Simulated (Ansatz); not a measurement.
**HfN under changes of volume**

One of the cells (14.793 Å³/atom); the others are scaled copies at fixed shape and fractional positions:

```
Hf N
1.0
     0.00000    2.45482    2.45482
     2.45482    0.00000    2.45482
     2.45482    2.45482    0.00000
Hf N
1 1
Direct
  0.00000 0.00000 0.00000
  0.25000 0.25000 0.25000
```

The cell comes from a database or a generator and needn't be the stable form of this composition.

| Quantity | Value |
| --- | --- |
| Program | Ansatz 0.2.0 |
| Functional | LDA |
| Potentials or basis | Ansatz PAW |
| Cutoff | 420 eV (not typed: the program's choice for these potentials) |
| k mesh | 9 × 9 × 9 |
| Occupations | fermi-dirac, width 0.05 eV |
| Spin | no spin polarisation |

| volume (Å³/atom) | energy over the lowest point (meV/atom) | pressure (GPa) |
| --- | --- | --- |
| 13.906 | ? | ? |
| 14.201 | 0.00 | -1.9 |
| 14.497 | 7.57 | -6.0 |
| 14.793 | 22.23 | -9.7 |
| 15.089 | 43.27 | -12.9 |
| 15.385 | 69.98 | -15.9 |
| 15.681 | 101.88 | -18.5 |

Task: What does the run at 13.906 Å³/atom give?

Result: Energy over the lowest point 0.54 meV/atom; pressure 2.6 GPa.

Worked out: A Birch-Murnaghan fit of order 3 (a polynomial in V^(-2/3)) to the other rows has its minimum at 14.06 Å³/atom, just outside them, with B0 = V·E''(V) = 213 GPa and B' = 4.1. It gives 0.29 meV/atom at 13.906 Å³/atom, against the run's 0.54, and -dE/dV = 2.4 GPa, against 2.6.

Energies are extrapolated to zero smearing.

Caveats: the PAW data sets come from PBE, with cores solved anew for the run's functional, which leaves a small shift of forces and pressure.
